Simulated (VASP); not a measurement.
# BN (P6_3/mmc) in VASP: a series of runs

The runs below take BN through core levels, phonons, elastic constants, chemical shielding, with PBE.

Everything below comes from runs of VASP 6.6.1. Logs are shortened: lines on timing, memory, paths and dates and some standing lists are left out, and cuts for length are marked.

## 1. The crystal as given

Symmetry: P6_3/mmc, No. 194, hexagonal system. Conventional cell: a = 2.498 Å, b = 2.498 Å, c = 6.636 Å, α = 90.00°, β = 90.00°, γ = 120.00°. Around N (site symmetry -6m2) lie 3 B at 1.44 Å. B (site symmetry -6m2) has 3 N at 1.44 Å as nearest neighbours.

## 2. Core levels, PBE

Input file INCAR:

```
PREC     = Accurate       # precision mode
ENCUT    = 520            # plane-wave cutoff, eV
EDIFF    = 1E-6           # SCF threshold, eV
ISMEAR   = 0              # smearing method
SIGMA    = 0.02           # smearing width, eV
LREAL    = F              # projectors in reciprocal space
LASPH    = T              # aspherical terms in the spheres
NELM     = 80             # most SCF steps
ALGO     = Normal         # electronic algorithm
ISIF     = 2              # what is computed and relaxed
LWAVE    = F              # write WAVECAR
LCHARG   = F              # write CHGCAR
GGA      = PE             # functional
ICORELEVEL= 1
```

Input file KPOINTS:

```
Automatic mesh
0
Gamma
  12 12 4
```

Input file POSCAR:

```
BN
1.0
    2.4982400000      0.0000000000      0.0000000000
   -1.2491200000      2.1635393048      0.0000000000
    0.0000000000      0.0000000000      6.6357000000
N B
2 2
Direct
    0.6666666667      0.3333333333      0.2500000000
    0.3333333333      0.6666666667      0.7500000000
    0.6666666667      0.3333333333      0.7500000000
    0.3333333333      0.6666666667      0.2500000000
```

Potentials or basis: VASP PAW PBE potentials, release 64 (N, B).

Command:

```sh
> cat potpaw_PBE.64/N/POTCAR potpaw_PBE.64/B/POTCAR > POTCAR
> mpirun -np 1 vasp_std > vasp.out
```

OUTCAR:

```text
PREC = Accurate
   ENCUT = 520
   EDIFF = 1E-6
   ISMEAR = 0
   LREAL = F
   LASPH = T
   NELM = 80
   ISIF = 2
   GGA = PE

 ion  position               nearest neighbor table
   1  0.667  0.333  0.250-   4 1.44   4 1.44   4 1.44
   2  0.333  0.667  0.750-   3 1.44   3 1.44   3 1.44
   3  0.667  0.333  0.750-   2 1.44   2 1.44   2 1.44
   4  0.333  0.667  0.250-   1 1.44   1 1.44   1 1.44

  LATTYP: Found a hexagonal cell.
 ALAT       =     2.4982400000
 C/A-ratio  =     2.6561499296

  Lattice vectors:

 A1 = (   2.4982400000,   0.0000000000,   0.0000000000)
 A2 = (  -1.2491200000,   2.1635393048,   0.0000000000)
 A3 = (   0.0000000000,   0.0000000000,   6.6357000000)

Analysis of symmetry for initial positions (statically):
=====================================================================
 Subroutine PRICEL returns:
 Original cell was already a primitive cell.

 Routine SETGRP: Setting up the symmetry group for a
 hexagonal supercell.

 Subroutine GETGRP returns: Found 24 space group operations
 (whereof 12 operations were pure point group operations)
 out of a pool of 24 trial point group operations.

The static configuration has the point symmetry D_3d.
 The point group associated with its full space group is D_6h.

Analysis of symmetry for dynamics (positions and initial velocities):
=====================================================================
 Subroutine PRICEL returns:
 Original cell was already a primitive cell.

 Routine SETGRP: Setting up the symmetry group for a
 hexagonal supercell.

 Subroutine GETGRP returns: Found 24 space group operations
 (whereof 12 operations were pure point group operations)
 out of a pool of 24 trial point group operations.

The dynamic configuration has the point symmetry D_3d.
 The point group associated with its full space group is D_6h.

 Subroutine INISYM returns: Found 24 space group operations
 (whereof 12 operations are pure point group operations),
 and found     1 'primitive' translations

----------------------------------------------------------------------------------------

                                     Primitive cell

  volume of cell :      35.8662

  direct lattice vectors                    reciprocal lattice vectors
     2.498240000  0.000000000  0.000000000     0.400281798  0.231102804  0.000000000
    -1.249120000  2.163539305  0.000000000     0.000000000  0.462205608  0.000000000
     0.000000000  0.000000000  6.635700000     0.000000000  0.000000000  0.150700002

  length of vectors
     2.498240000  2.498240000  6.635700000     0.462205608  0.462205608  0.150700002

  position of ions in fractional coordinates (direct lattice)
     0.666666667  0.333333333  0.250000000
     0.333333333  0.666666667  0.750000000
     0.666666667  0.333333333  0.750000000
     0.333333333  0.666666667  0.250000000

  ion indices of the primitive-cell ions
   primitive index   ion index
                 1           1
                 2           2
                 3           3
                 4           4

----------------------------------------------------------------------------------------

 KPOINTS: Automatic mesh

Automatic generation of k-mesh.
 Grid dimensions read from file:
 generate k-points for:   12   12    4

 Generating k-lattice:

  Cartesian coordinates                     Fractional coordinates (reciprocal lattice)
     0.033356817  0.019258567  0.000000000     0.083333333 -0.000000000  0.000000000
     0.000000000  0.038517134  0.000000000     0.000000000  0.083333333  0.000000000
     0.000000000  0.000000000  0.037675000     0.000000000  0.000000000  0.250000000

  Length of vectors
     0.038517134  0.038517134  0.037675000

  Shift w.r.t. Gamma in fractional coordinates (k-lattice)
     0.000000000  0.000000000  0.000000000

 Subroutine IBZKPT returns following result:
 ===========================================

 Found     57 irreducible k-points:

 Following reciprocal coordinates:
            Coordinates               Weight
  0.000000  0.000000  0.000000      1.000000
  0.083333 -0.000000  0.000000      6.000000
  0.166667  0.000000  0.000000      6.000000
  0.250000  0.000000  0.000000      6.000000
  0.333333  0.000000  0.000000      6.000000
  0.416667  0.000000  0.000000      6.000000
[... 16 lines left out ...]
  0.250000  0.000000  0.250000     12.000000
  0.333333  0.000000  0.250000     12.000000
 [... further k-points ...]
   k-points           NKPTS =     57   k-points in BZ     NKDIM =     57   number of bands    NBANDS=     12
   number of dos      NEDOS =    301   number of ions     NIONS =      4
   total plane-waves  NPLWV =  20000
   dimension x,y,z NGX =    20 NGY =   20 NGZ =   50
   dimension x,y,z NGXF=    40 NGYF=   40 NGZF=  100
   ions per type =               2   2
   NGX,Y,Z   is equivalent  to a cutoff of  13.31, 13.31, 12.53 a.u.
   NGXF,Y,Z  is equivalent  to a cutoff of  26.62, 26.62, 25.05 a.u.
 SYSTEM =  unknown system
   PREC   = accura    normal or accurate (medium, high low for compatibility)
   ISTART =      0    job   : 0-new  1-cont  2-samecut
   ICHARG =      2    charge: 1-file 2-atom 10-const
   ISPIN  =      1    spin polarized calculation?
   LNONCOLLINEAR =      F non collinear calculations
   LSORBIT =      F    spin-orbit coupling
   LASPH  =      T    aspherical Exc in radial PAW
   ENCUT  =  520.0 eV  38.22 Ry    6.18 a.u.   4.65  4.65 12.34*2*pi/ulx,y,z
   NELM   =     80;   NELMIN=  2; NELMDL= -5     # of ELM steps
   EDIFF  = 0.1E-05   stopping-criterion for ELM
   LREAL  =      F    real-space projection
   EDIFFG = 0.1E-04   stopping-criterion for IOM
   NSW    =      0    number of steps for IOM
   IBRION =     -1    ionic relax: 0-MD 1-quasi-New 2-CG
   NFREE  =      0    steps in history (QN), initial steepest desc. (CG)
   ISIF   =      2    stress and relaxation
   ISYM   =      2    0-nonsym 1-usesym 2-fastsym
   POTIM  = 0.5000    time-step for ionic-motion
   TEBEG  =    0.0;   TEEND  =   0.0 temperature during run
   PSTRESS=    0.0 pullay stress
   NELECT =      16.0000    total number of electrons
   NUPDOWN=      -1.0000    fix difference up-down
   EMIN   =  10.00;   EMAX   =-10.00  energy-range for DOS
   EFERMI =   0.00;   METHOD = LEGACY
   ISMEAR =     0;   SIGMA  =   0.02  broadening in eV -4-tet -1-fermi 0-gaus
   EFERMI_NEDOS =   21; number of points for ismear=-14 and -15
   IALGO  =     38    algorithm
   IMIX   =      4    mixing-type and parameters
     AMIX     =   0.40;   BMIX     =  1.00
     AMIX_MAG =   1.60;   BMIX_MAG =  1.00
  volume/ion in A,a.u.               =       8.97        60.51
  Fermi-wavevector in a.u.,A,eV,Ry     =   1.250891  2.363842 21.289433  1.564729
  Thomas-Fermi vector in A             =   2.384864
   LORBIT       =      0    0 simple, 1 ext, 2 COOP (PROOUT), +10 PAW based schemes
   GGA     = PE    functional components
   LHFCALC =     F    Hartree Fock is set to
   AEXX    =    0.0000 exact exchange contribution
   IVDW    =     0    specifies the selected vdW correction
   LEPSILON=     F    determine dielectric tensor
   LRPA    =     F    only Hartree local field effects (RPA)
 non-spin polarized calculation
 Gauss-broadening in eV      SIGMA  =   0.02
  energy-cutoff  :      520.00
  volume of cell :       35.87
 maximum number of plane-waves:       985
 NGX is ok and might be reduce to    20
   NGX =  9   NGY =  9   NGZ = 25

 number of electron      15.9999997 magnetization

 Free energy of the ion-electron system (eV)
  ---------------------------------------------------
  ext. energy  EPLUGINS =         0.00000000
  ---------------------------------------------------
  free energy    TOTEN  =       -35.14690952 eV

  energy without entropy =      -35.14690952  energy(sigma->0) =      -35.14690952

 the core state eigenenergies are
   1-  1s   -372.1707
   2-  1s   -372.1707
   3-  1s   -169.4555
   4-  1s   -169.4555

 E-fermi :   2.4601     XC(G=0): -10.0888

 val. band max:        2.3080421632   @ k =   0.3333   0.3333   0.5000
 cond. band min:       6.5949722532   @ k =   0.5000   0.0000   0.0000
 fundamental gap:      4.2869300901
 Fermi energy:         2.4600853192

 k-point     1 :       0.0000    0.0000    0.0000
  band No.  band energies     occupation
      1     -15.5318      2.00000
      2     -15.2365      2.00000
      3      -3.9421      2.00000
      4      -1.8139      2.00000
      5       0.9859      2.00000
      6       0.9859      2.00000
      7       1.0229      2.00000
      8       1.0229      2.00000
      9       7.5737      0.00000
     10      12.6583      0.00000
     11      13.9159      0.00000
     12      13.9168      0.00000

 k-point     2 :       0.0833   -0.0000    0.0000
  band No.  band energies     occupation
      1     -15.3951      2.00000
      2     -15.1044      2.00000
      3      -3.7544      2.00000
      4      -1.6453      2.00000
      5       0.4262      2.00000
      6       0.4588      2.00000
      7       0.7232      2.00000
      8       0.7644      2.00000
      9       7.8219      0.00000
     10      12.5672      0.00000
     11      13.7608      0.00000
     12      13.9593      0.00000

 k-point     3 :       0.1667    0.0000    0.0000
  band No.  band energies     occupation
      1     -14.9922      2.00000
      2     -14.7157      2.00000
      3      -3.1982      2.00000
      4      -1.1498      2.00000
      5      -0.9946      2.00000
      6      -0.9551      2.00000
      7       0.0850      2.00000
      8       0.1342      2.00000
      9       8.4740      0.00000
     10      12.1709      0.00000
     11      13.3670      0.00000
     12      13.5226      0.00000

 k-point     4 :       0.2500    0.0000    0.0000
  band No.  band energies     occupation
      1     -14.3498      2.00000
      2     -14.0981      2.00000
      3      -2.8010      2.00000
      4      -2.7402      2.00000
      5      -2.2985      2.00000
      6      -0.6531      2.00000
      7      -0.5968      2.00000
      8      -0.3653      2.00000
      9       9.4128      0.00000
     10      11.1448      0.00000
     11      11.6756      0.00000
     12      12.9566      0.00000

 k-point     5 :       0.3333    0.0000    0.0000
  band No.  band energies     occupation
      1     -13.5342      2.00000
      2     -13.3227      2.00000
      3      -4.6008      2.00000
      4      -4.5197      2.00000
      5      -1.2862      2.00000
      6      -1.2250      2.00000
      7      -1.1197      2.00000
      8       0.6115      2.00000
      9       9.2312      0.00000
     10      10.0544      0.00000
     11      10.5301      0.00000
     12      12.6246      0.00000
[... 166 lines left out ...]
 k-point    17 :       0.2500    0.2500    0.0000
  band No.  band energies     occupation
      1     -12.4689      2.00000
      2     -12.3269      2.00000
      3      -5.3144      2.00000
      4      -5.2793      2.00000
      5      -3.5843      2.00000
      6      -3.5343      2.00000
      7       0.5301      2.00000
      8       1.8314      2.00000
      9       7.9096      0.00000
     10       8.4680      0.00000
     11      12.8586      0.00000
     12      14.6413      0.00000

 k-point    18 :       0.3333    0.2500    0.0000
  band No.  band energies     occupation
      1     -11.9167      2.00000
      2     -11.8502      2.00000
      3      -5.8700      2.00000
      4      -5.7761      2.00000
      5      -4.1982      2.00000
      6      -4.1397      2.00000
      7       1.5655      2.00000
      8       2.2999      2.00000
      9       7.1213      0.00000
     10       7.6491      0.00000
     11      13.7424      0.00000
     12      14.3712      0.00000

 k-point    19 :       0.3333    0.3333    0.0000
  band No.  band energies     occupation
      1     -11.6869      2.00000
      2     -11.6869      2.00000
      3      -5.7015      2.00000
      4      -5.5411      2.00000
      5      -4.8432      2.00000
      6      -4.8432      2.00000
      7       2.2277      2.00000
      8       2.2277      2.00000
      9       7.1846      0.00000
     10       7.1846      0.00000
     11      13.1108      0.00000
     12      15.5900      0.00000

 k-point    20 :       0.0000    0.0000    0.2500
  band No.  band energies     occupation

------------------------ aborting loop because EDIFF is reached ----------------------------------------

  FORCE on cell =-STRESS in cart. coord.  units (eV):
  Direction    XX          YY          ZZ          XY          YZ          ZX
  --------------------------------------------------------------------------------------
  -------------------------------------------------------------------------------------
  Total        1.4108771      1.4108771      0.6412947      0.0000000      0.0000000      0.0000000
  in kB       63.0251775     63.0251775     28.6472255      0.0000000      0.0000000      0.0000000
  external PRESSURE =      51.5658601 kB  Pullay stress =       0.0000000 kB

 VOLUME and BASIS-vectors are now :
 -----------------------------------------------------------------------------
  energy-cutoff  :      520.00
  volume of cell :       35.87
      direct lattice vectors                 reciprocal lattice vectors
     2.498240000  0.000000000  0.000000000     0.400281798  0.231102804  0.000000000
    -1.249120000  2.163539305  0.000000000     0.000000000  0.462205608  0.000000000
     0.000000000  0.000000000  6.635700000     0.000000000  0.000000000  0.150700002

 POSITION                                       TOTAL-FORCE (eV/Angst)
 -----------------------------------------------------------------------------------
      1.24912      0.72118      1.65892        -0.000000      0.000000      0.000000
     -0.00000      1.44236      4.97677         0.000000     -0.000000      0.000000
      1.24912      0.72118      4.97677        -0.000000     -0.000000      0.000000
     -0.00000      1.44236      1.65892         0.000000     -0.000000      0.000000
 -----------------------------------------------------------------------------------
    total drift:                                0.000000     -0.000000      0.000000

  FREE ENERGIE OF THE ION-ELECTRON SYSTEM (eV)
  ---------------------------------------------------
  free  energy   TOTEN  =       -35.1469095243 eV

  energy  without entropy=      -35.1469095243  energy(sigma->0) =      -35.14690952
```

Run time: 17 s. Hardware: 1 thread of Intel Xeon Platinum 8488C (Sapphire Rapids), shared host; peak memory 0.15 GiB.

Results:

* Free energy: -35.1469 eV
* Pressure: 5.2 GPa
* Band gap on the k mesh: 4.29 eV, indirect (least direct gap 4.66 eV)

Levels at points of the mesh, in eV from the valence-band top:
```tsv
k point	band 4	band 5	band 6	band 7	band 8	band 9	band 10	band 11	band 12
(0.00, 0.00, 0.00)	-4.12	-1.32	-1.32	-1.29	-1.29	5.27	10.35	11.61	11.61
(0.50, 0.00, 0.00)	-8.86	-4.15	-4.09	-1.45	-0.43	4.29	5.66	9.60	10.03
(0.00, 0.00, 0.50)	-5.31	-1.30	-1.30	-1.30	-1.30	7.64	7.64	11.67	11.67
(0.50, 0.00, 0.50)	-8.90	-4.12	-4.12	-0.92	-0.92	4.75	4.75	9.99	9.99
```

Core levels (eV, on the scale of the bands):
```tsv
atom	levels
1 N	1s -372.2
2 N	1s -372.2
3 B	1s -169.5
4 B	1s -169.5
```

Caveat: this functional lacks dispersion, which binds the layers, so the pressure and a relaxed spacing across them are unreliable. A k mesh can miss the band edges.

(Part 1 of 2 ends here.)
